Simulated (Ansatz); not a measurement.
Zinc-blende ZnTe, treated with HSE06 (plane waves, PAW; Ansatz, a first-principles code).

Numerical settings: plane-wave cutoff 460 eV, 8×8×8 k mesh, Fermi–Dirac smearing 0.01 eV, scalar-relativistic PAW data made under PBE.

Properties against volume:

| V (Å³/atom) | P (GPa) | direct gap at Γ (eV) |
|---|---|---|
| 27.572 | 2.72 | 2.425 |
| 28.297 | 1.26 | 2.287 |
| 28.901 | 0.18 | 2.176 |
| 29.748 | -1.13 | 2.027 |
| 30.474 | -2.10 | 1.905 |

A straight line through the gaps at Γ against ln V gives a volume deformation potential dE_g(Γ)/d ln V of -5.2 eV: the gap at Γ widens under compression.

Measured, for comparison: band gap 2.43 eV (zero-point renormalisation of 40 meV (experimental, the table's column) added back, direct; as tabulated in Miglio et al. (2020), arXiv:2011.12765).

Spin–orbit coupling is not included; with these elements it can move the gap by several tenths of an eV or more.
